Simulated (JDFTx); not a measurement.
Ta under changes of volume

One of the cells (18.010 Å³/atom); the others are scaled copies at fixed shape and fractional positions:

```
Ta
1.0
    -1.65128    1.65128    1.65128
     1.65128   -1.65128    1.65128
     1.65128    1.65128   -1.65128
Ta
1
Cartesian
  0.0000 0.0000 0.0000
```

| Property | Result |
| --- | --- |
| Program | JDFTx 1.7.0 (patched build) |
| Functional | PBEsol |
| Potentials or basis | PseudoDojo-SR-PBEsol-0.4.1-standard with smoothed tails |
| Cutoff | 789 eV |
| Density cutoff | 3157 eV |
| k mesh | 11 × 11 × 11 |
| Occupations | fermi-dirac, width 0.05 eV |
| Spin | no spin polarisation |

```tsv
volume (Å³/atom)	energy over the lowest point (meV/atom)	pressure (GPa)
16.930	19.85	9.5
17.290	?	?
17.650	0.00	-0.2
18.010	5.49	-4.2
18.371	19.69	-7.9
18.731	41.64	-11.1
19.091	70.50	-14.1
```

Problem. What does the run at 17.290 Å³/atom give?

Solution. Energy over the lowest point 4.38 meV/atom; pressure 4.4 GPa.

Worked out: A Birch-Murnaghan fit of order 3 (a polynomial in V^(-2/3)) to the other rows has its minimum at 17.62 Å³/atom with B0 = V·E''(V) = 216 GPa and B' = 4.8. It gives 4.40 meV/atom at 17.290 Å³/atom, against the run's 4.38, and -dE/dV = 4.3 GPa, against 4.4.

Energies are extrapolated to zero smearing.
